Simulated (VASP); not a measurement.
The system is Ga.

```
Ga
1.0
    -1.38440    1.38440    2.31122
     1.38440   -1.38440    2.31122
     1.38440    1.38440   -2.31122
Ga
1
Cartesian
  0.0000 0.0000 0.0000
```

This isn't the form of Ga at room conditions, which is orthorhombic.

- Program: VASP 6.6.1
- Task: relaxation of cell and atoms
- Functional: LDA
- Potentials or basis: VASP PAW LDA potentials, release 64 (Ga_d)
- Cutoff: 600 eV
- k mesh: 12 × 12 × 12
- Occupations: fermi-dirac, width 0.05 eV
- Spin: no spin polarisation

At the start: pressure -1.9 GPa; volume 17.72 Å³/atom.

Q: Where does the relaxation end?

A: Over 12 steps the energy falls by 5.1 meV/atom and the volume is 17.17 Å³/atom (-3.1 %); space group I4/mmm (No. 139, to 0.05 Å).

Step by step:
```csv
step,energy change (eV),largest force (eV/Å),pressure (GPa),volume (Å³)
1,0.0000,0.0000,-1.93,17.72
2,-0.0049,0.0000,-0.02,17.18
3,-0.0049,0.0000,0.33,17.13
4,-0.0049,0.0000,-0.02,17.15
5,-0.0051,0.0000,-0.38,17.18
6,-0.0051,0.0000,-0.06,17.18
7,-0.0051,0.0000,0.32,17.15
8,-0.0051,0.0000,0.06,17.16
9,-0.0051,0.0000,0.16,17.16
10,-0.0051,0.0000,0.06,17.17
11,-0.0051,0.0000,-0.14,17.18
12,-0.0051,0.0000,0.01,17.17
```

Final structure:
```xyz
1
Lattice="-1.3618 1.3618 2.3153 1.3618 -1.3618 2.3153 1.3618 1.3618 -2.3153" Properties=species:S:1:pos:R:3 pbc="T T T"
Ga    0.0000    0.0000    0.0000
```
